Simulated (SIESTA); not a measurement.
**CO2 under changes of volume**

One of the cells (7.836 Å³/atom); the others are scaled copies at fixed shape and fractional positions:

```
CELL_PARAMETERS angstrom
-1.97473 1.97473 3.01406
1.97473 -1.97473 3.01406
1.97473 1.97473 -3.01406
ATOMIC_POSITIONS crystal
O 0.87500 0.95980 0.58480
O 0.37500 0.29020 0.41520
O 0.04020 0.62500 0.91520
O 0.70980 0.12500 0.08480
C 0.00000 0.00000 0.00000
C 0.75000 0.25000 0.50000
```

The cell comes from a database or a generator and needn't be the stable form of this composition.

| Quantity | Value |
| --- | --- |
| Program | SIESTA 5.4.2 |
| Functional | PBEsol |
| Potentials or basis | PseudoDojo 0.4 standard (PBEsol files) |
| Basis | DZP (energy shift 0.003 Ry) |
| Grid cutoff | 800 Ry |
| Energy shift | 0.003 Ry |
| k mesh | 7 × 7 × 7 |
| Occupations | fermi-dirac, width 0.05 eV |
| Spin | no spin polarisation |

```csv
volume (Å³/atom),energy over the lowest point (meV/atom),pressure (GPa),gap on the mesh (eV),largest force (eV/Å)
7.366,?,?,?,?
7.522,5.50,8.6,7.70,0.896
7.679,0.00,2.7,7.60,0.577
7.836,0.03,-2.7,7.51,0.283
7.992,5.05,-7.5,7.42,0.014
8.149,14.50,-11.8,7.32,0.238
8.306,27.97,-15.7,7.23,0.471
```

**Question.** What does the run at 7.366 Å³/atom give?

**Answer.** Energy over the lowest point 17.05 meV/atom; pressure 15.2 GPa; gap on the mesh 7.79 eV; largest force 1.237 eV/Å.

Worked out: A Birch-Murnaghan fit of order 3 (a polynomial in V^(-2/3)) to the other rows has its minimum at 7.76 Å³/atom with B0 = V·E''(V) = 266 GPa and B' = 4.5 at fixed shape and positions, which overstates the stiffness. It gives 17.14 meV/atom at 7.366 Å³/atom, against the run's 17.05, and -dE/dV = 15.3 GPa, against 15.2. A straight line through the other rows of the gap, of slope -4.73 eV per unit of ln V, extrapolates to 7.80 eV, against the run's 7.79.

Energies are extrapolated to zero smearing.

Caveats: an odd mesh through Γ misses points on the zone boundary, where band edges often lie; the basis of atomic orbitals isn't converged, which shifts pressures, moduli and gaps; forces of over 1 eV/Å show positions far from the minimum, so gaps and moduli don't describe the material at rest (some runs).
